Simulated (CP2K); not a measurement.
LiH: equation of state with PBEsol

Crystal: LiH.

```
Li H
1.0
     2.88040    0.00000    0.00000
     1.44020    2.49450    0.00000
     1.44020    0.83150    2.35184
Li H
1 1
Direct
  0.00000 0.00000 0.00000
  0.50000 0.50000 0.50000
```

```yaml
Program: CP2K 2026.2
Task: equation of state
Functional: PBEsol
Potentials_or_basis: POTENTIAL_UZH Li GTH-PBE-q3, H GTH-PBE-q1; DZVP-MOLOPT-PBE-GTH basis
Density_cutoff: 7483 eV
k_mesh: 11 × 11 × 11
Occupations: fermi-dirac, width 0.0259 eV
Spin: no spin polarisation
SCF_solver: diagonalisation with k points
Quickstep_method: GPW
EPS_DEFAULT: 1.0E-9
EPS_SCF: 1.0E-6
MAX_SCF: 100
SCF_GUESS: ATOMIC
k_points_reduced_by_the_point_group: yes
Mesh_centred_on_Gamma: yes
CHOLESKY: OFF
EPS_EIGVAL: 1.0E-7
MIXING_METHOD: BROYDEN_MIXING
MIXING_ALPHA: 0.4
NBUFFER: 8
NGRIDS: 4
Basis_sets: Li DZVP-MOLOPT-PBE-GTH-q3, H DZVP-MOLOPT-PBE-GTH-q1
Potentials: Li GTH-PBE-q3 of POTENTIAL_UZH, H GTH-PBE-q1 of POTENTIAL_UZH
ADDED_MOS: "[9]"
REL_CUTOFF_Ry: 60 Ry
MIXING_BETA_1/bohr: 1.5 1/bohr
CUTOFF_of_the_grids: 550 Ry
```

```yaml
Equilibrium_volume: 8.04 Å³/atom
Bulk_modulus: 37 GPa
Pressure_derivative_of_the_bulk_modulus: 3.3
```

Energy against volume, from the lowest point:
```tsv
volume (Å³/atom)	energy (meV/atom)
7.942	0.09
8.111	0.00
8.280	0.71
8.449	2.14
8.618	4.25
8.787	6.96
8.956	10.23
```

All runs of the series together: 3.1 min on 2 threads of Arm Neoverse V1, on a shared host.

Caveat: the potentials were made for another functional, which shifts forces and pressure; the basis of atomic orbitals isn't converged, which shifts pressures, moduli and gaps.
